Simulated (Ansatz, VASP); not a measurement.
One calculation of TaN, two programs

```
CELL_PARAMETERS angstrom
0.00000 2.29978 2.21132
2.29978 0.00000 2.21132
2.29978 2.29978 0.00000
ATOMIC_POSITIONS crystal
Ta 0.50000 0.50000 0.50000
N 0.00000 0.00000 0.00000
```

The cell comes from a database or a generator and needn't be the stable form of this composition.

Alike in both runs: functional PBE; k mesh 8 × 8 × 8; occupations fermi-dirac, width 0.05 eV; no spin polarisation.

|  | VASP | Ansatz |
| --- | --- | --- |
| version | VASP 6.6.1 | Ansatz 0.2.0 |
| potentials or method | VASP PAW PBE potentials, release 64 (Ta_pv, N) | Ansatz PAW |
| plane-wave cutoff (eV) | 520 | 420 |
| valence electrons in the cell | 16 | 18 |
| task | single point | band structure |

```tsv
	VASP	Ansatz	Ansatz less VASP
gap on the k mesh at the Fermi level (eV)	none	none	-
pressure (GPa)	-20.8	-21.3	-0.48
largest component of the traceless stress (GPa)	8.32	8.28	-0.045
```

A gap of «none» marks a metal or a gap that the smearing closes. The two sets of potentials don't hold the same shells in valence.

Caveats: so large a pressure means that the cell lies far from this level's equilibrium, or that cutoff or potentials fall short (VASP); the pressure holds a Pulay correction of +0.4 GPa for the finite cutoff (Ansatz); spin-orbit coupling is left out, which moves the levels of the heavy elements (Ansatz). The runs have no spin-orbit coupling, so splittings on Ta are missing.
